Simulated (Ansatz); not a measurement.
Crystal: Cr, simple cubic type, 1 atom in the cell.

Computed with PBE, plane waves, PAW datasets (generated hard set) in Ansatz.

Cutoff 700 eV; k-mesh 23×23×23 Γ-centred; Fermi–Dirac smearing of 0.0612 eV; no spin polarisation.

```
V (Å³/atom)   a (Å)  E − E(min) (meV/atom)  P (GPa)
     12.032  2.2915                  31.08    13.48
     12.288  2.3076                  13.52     8.58
     12.544  2.3235                   3.40     4.16
     12.800  2.3392                   0.00     0.17
     13.056  2.3547                   2.66    -3.44
     13.312  2.3700                  10.81    -6.70
     13.568  2.3851                  23.90    -9.64
```

Q: Fit a third-order Birch–Murnaghan equation of state to the energies.

A: V₀ = 12.812 Å³/atom (a₀ = 2.340 Å), B₀ = 189 GPa, B₀′ = 4.09.

The published all-electron PBE values for this crystal (mean of FLEUR and WIEN2k, k-spacing 0.06 Å⁻¹; Bosoni et al., Nat. Rev. Phys. 6, 45 (2024)) are V₀ = 12.807 Å³/atom, B₀ = 189.4 GPa, B₀′ = 4.11. This run's mesh is coarser (spacing 0.12 Å⁻¹), so part of any difference comes from k-sampling.

The stress includes the program's correction for the finite plane-wave basis.

This cubic structure is a model: it isn't the usual form of the substance at ambient conditions, and such phases are metastable or hypothetical. The k-mesh is modest, so these values aren't fully converged in k. Spin polarisation is left out, and a magnetic state may lie lower.
